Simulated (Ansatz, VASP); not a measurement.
# One calculation of MgO, two programs

```
Mg O
1.0
     3.48410    0.00000    0.00000
    -1.74205    3.01732    0.00000
     0.00000    0.00000    4.18569
Mg O
2 2
Direct
  0.66667 0.33333 0.75000
  0.33333 0.66667 0.25000
  0.66667 0.33333 0.25000
  0.33333 0.66667 0.75000
```

Alike in both runs: functional r2SCAN; k mesh 6 × 6 × 6; occupations gaussian, width 0.02 eV; no spin polarisation.

Ansatz relaxed the structure, and its values are those at the end. VASP's run is a single point on that final structure, the one shown.

|  | VASP | Ansatz |
| --- | --- | --- |
| version | VASP 6.6.1 | Ansatz 0.2.0 |
| potentials or method | VASP PAW PBE potentials, release 64 (Mg, O) | scalar-relativistic, plane waves, PAW |
| plane-wave cutoff (eV) | 520 | 500 |
| valence electrons in the cell | 16 | 32 |

|  | VASP | Ansatz | Ansatz less VASP |
| --- | --- | --- | --- |
| gap on the k mesh at the Fermi level (eV) | 4.08 | 4.09 | +0.014 |
| least direct gap on the mesh (eV) | 4.08 | 4.09 | +0.014 |
| pressure (GPa) | -0.8 | 0.0 | +0.80 |

The two sets of potentials don't hold the same shells in valence.

Caveats: the PAW data sets were made with another functional, which shifts forces and pressure a little (VASP). r2SCAN opens gaps a little over a GGA but as a rule still falls short of measured ones.
